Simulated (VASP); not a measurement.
**A VASP 6.6.1 single-point calculation on NaCl**

INCAR

```
SIGMA = 0.02
NELM = 51
NBANDS = 14
NSW = 0
EDIFF = 1E-7
LASPH = .TRUE.
LREAL = .FALSE.
ENCUT = 520
LCHARG = .FALSE.
LWAVE = .FALSE.
PREC = Accurate
ISMEAR = -1
ISIF = 2
IBRION = -1
GGA = PE
```

KPOINTS

```
KPOINTS created by Atomic Simulation Environment
0
Monkhorst-Pack
8 8 8
0 0 0
```

POSCAR

```
Na Cl
 1.0000000000000000
     0.0000000000000000    2.8307258136000000    2.8307258136000000
     2.8307258136000000    0.0000000000000000    2.8307258136000000
     2.8307258136000000    2.8307258136000000    0.0000000000000000
 Na  Cl
   1   1
Cartesian
  0.0000000000000000  0.0000000000000000  0.0000000000000000
  2.8307258136000000  2.8307258136000000  2.8307258136000000
```

The recommended PBE PAW datasets give the neutral cell 14 valence electrons.

Command

```
mpirun -np 1 vasp_std
```

**Question.** How does this run end, and what does it give?

**Answer.** It converged. Results: gap between bands v and c on the k mesh 5.21 eV; least direct gap on the k mesh 5.21 eV; pressure 0.4 GPa. Band v is the last that the valence electrons fill when counted band by band, and c is the next.

OSZICAR

```
N       E                     dE             d eps       ncg     rms          rms(c)
DAV:   1     0.101645143091E+03    0.10165E+03   -0.69776E+03  1680   0.998E+02
DAV:   2     0.158704173644E+01   -0.10006E+03   -0.92401E+02  1840   0.271E+02
DAV:   3    -0.683640610263E+01   -0.84234E+01   -0.83686E+01  2178   0.723E+01
DAV:   4    -0.697396317923E+01   -0.13756E+00   -0.13749E+00  2010   0.100E+01
DAV:   5    -0.697693656064E+01   -0.29734E-02   -0.29732E-02  2222   0.150E+00    0.215E+00
DAV:   6    -0.678242502068E+01    0.19451E+00   -0.32508E-01  2148   0.327E+00    0.160E+00
DAV:   7    -0.677086617193E+01    0.11559E-01   -0.81848E-02  2196   0.163E+00    0.109E+00
DAV:   8    -0.677666755148E+01   -0.58014E-02   -0.10102E-02  1926   0.858E-01    0.299E-01
DAV:   9    -0.677654824300E+01    0.11931E-03   -0.21923E-04  2154   0.113E-01    0.166E-01
DAV:  10    -0.677667110996E+01   -0.12287E-03   -0.34776E-04  1980   0.141E-01    0.714E-02
DAV:  11    -0.677665911036E+01    0.12000E-04   -0.21130E-05  2190   0.413E-02    0.170E-02
DAV:  12    -0.677665899228E+01    0.11808E-06   -0.27404E-06  2052   0.148E-02    0.159E-03
DAV:  13    -0.677665950024E+01   -0.50796E-06   -0.33354E-07  2010   0.384E-03    0.340E-03
DAV:  14    -0.677665931906E+01    0.18118E-06   -0.44404E-08  1614   0.116E-03    0.286E-04
DAV:  15    -0.677665931716E+01    0.19008E-08   -0.32154E-09  1056   0.519E-04
   1 F= -.67766593E+01 E0= -.67766593E+01  d E =-.330502E-10
```

Standard output (part)

```
POSCAR found type information on POSCAR NaCl
 POSCAR found :  2 types and       2 ions
 LDA part: xc-table for (Slater+PW92), standard interpolation
 POSCAR, INCAR and KPOINTS ok, starting setup
 WAVECAR not read
 entering main loop
```

The shifted mesh misses Γ, so a band edge there is missed.

For comparison, a separate PBE run of the intended cell, on usual settings and not on those above, gives a gap of 5.06 eV on its mesh and a pressure of 0.4 GPa.
